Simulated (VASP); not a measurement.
Runs of VASP 6.6.1 on InPd. It takes space group Pm-3m (No. 221, cubic). Conventional cell: a = 3.272 Å, b = 3.272 Å, c = 3.272 Å, α = 90.00°, β = 90.00°, γ = 90.00°. In (site symmetry m-3m) has 8 Pd at 2.83 Å as nearest neighbours. Pd (site symmetry m-3m) has 8 In at 2.83 Å as nearest neighbours. The cell comes from a database or a generator and needn't be the stable form of this composition.

```tsv
level	gap on the mesh (eV)	pressure (GPa)	relaxed volume (Å³/atom)
RPBE+D3	none	0.0	18.06
RPBE+D3(BJ)	none	0.0	14.85
revPBE+D3(BJ)	none	0.2	17.02
PBEsol+rVV10	none	-0.1	(a)
RPBE+D4	none	0.0	17.47
revPBE+D4	none	0.0	(b)
PBEsol+D4	none	0.0	16.84
revPBE+D3	none	0.0	17.64
```

Alike in all rows: task relaxation of cell and atoms; potentials or basis VASP PAW PBE potentials, release 64 (In_d, Pd); no spin polarisation; cell relaxed; k mesh 8 × 8 × 8; cutoff (eV) 600; smearing fermi-dirac 0.05 eV.

Problem. Fill in the values left out.

Solution. (a) 17.04; (b) 17.45.

Caveats: the PAW data sets were made with another functional, which shifts forces and pressure a little; pairwise dispersion overbinds metals, which lowers pressure and volume; the volume moved by over 15 % at a fixed basis, so the end points are rough (some runs).

A k mesh can miss the band edges, and the runs leave out spin-orbit coupling on In, Pd.

A gap of «none» marks a metal or a gap under the smearing width.

Runs at the PBE level aren't shown here.
